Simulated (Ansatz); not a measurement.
# GaSb and the effect of the dispersion correction

The cell as given:

Symmetry: F-43m, No. 216, cubic system. The conventional cell has a = 6.118 Å, b = 6.118 Å, c = 6.118 Å, α = 90.00°, β = 90.00°, γ = 90.00°. Around Sb (site symmetry -43m) lie 4 Ga at 2.65 Å. Ga (site symmetry -43m) is surrounded by 4 Sb at 2.65 Å.

Kept alike: task relaxation of cell and atoms; functional PBEsol; k mesh 8 × 8 × 8; occupations fermi-dirac, width 0.05 eV; no spin polarisation. Program: Ansatz, Ansatz PAW, cutoff 420 eV. The mesh is that of the run's cell of 2 atoms. No spin-orbit coupling.

```csv
dispersion correction,band gap (eV),volume (Å³/atom)
D3(BJ),0.250,27.556
D3(BJ)-ATM,0.226,27.649
D4,0.176,27.840
none,0.05 or less,28.510
```

Spin-orbit coupling, left out here, moves the band edges of heavy atoms and can close or invert small gaps. Gaps hold for each row's own relaxed cell. The relaxations keep at least the cell's symmetry (F-43m). Relaxations stop with a little pressure left, so the last digits of a volume or edge aren't settled. A gap read on the mesh alone can miss an edge between its points. All rows use potentials made for PBE.

**Question.** What does the dispersion correction change here?

**Answer.** The band gap runs from 0.05 or less (none) to 0.250 eV (D3(BJ)). Measured: 0.811 eV at 4.2 K (a printed reference work). Semilocal gaps run low as a rule. The gap moves here only through the cell or the potentials. The volume runs from 27.556 (D3(BJ)) to 28.510 Å³/atom (none). Against no correction: D3(BJ) -3.3 %; D3(BJ)-ATM -3.0 %; D4 -2.4 %. Dispersion terms mostly attract and so lower the volume; the schemes' coefficients and damping set how far. Measured: 28.32 Å³/atom at 300 K (a printed reference work); nearest none, 0.19 Å³/atom off. The runs are for a static lattice.
